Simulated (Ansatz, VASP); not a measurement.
Al3Au: VASP beside Ansatz

```
Au Al
1.0
    -2.04590    2.04590    3.97547
     2.04590   -2.04590    3.97547
     2.04590    2.04590   -3.97547
Au Al
1 3
Direct
  0.00000 0.00000 0.00000
  0.50000 0.50000 0.00000
  0.25000 0.75000 0.50000
  0.75000 0.25000 0.50000
```

Change from the starting cell: strain_z_fixed_volume = -0.02.

Alike in both runs: task single point; functional PBEsol; k mesh 9 × 9 × 9; occupations fermi-dirac, width 0.05 eV; no spin polarisation.

```csv
,VASP,Ansatz
version,VASP 6.6.1,Ansatz 0.2.0
potentials or method,"VASP PAW PBE potentials, release 64 (Au, Al), cutoff 520 eV","all-electron LAPW, scalar-relativistic"
```

```csv
,VASP,Ansatz,Ansatz less VASP
gap on the k mesh at the Fermi level (eV),none,none,-
pressure (GPa),-2.7,-2.6,+0.07
largest component of the traceless stress (GPa),2.17,2.15,-0.014
```

A gap of «none» marks a metal or a gap that the smearing closes. Ansatz ran all-electron here, so the differences hold the error of VASP's frozen core and of both bases.

Caveats: the PAW data sets were made with another functional, which shifts forces and pressure a little (VASP). Spin-orbit coupling is left out, which matters for the levels of Au.
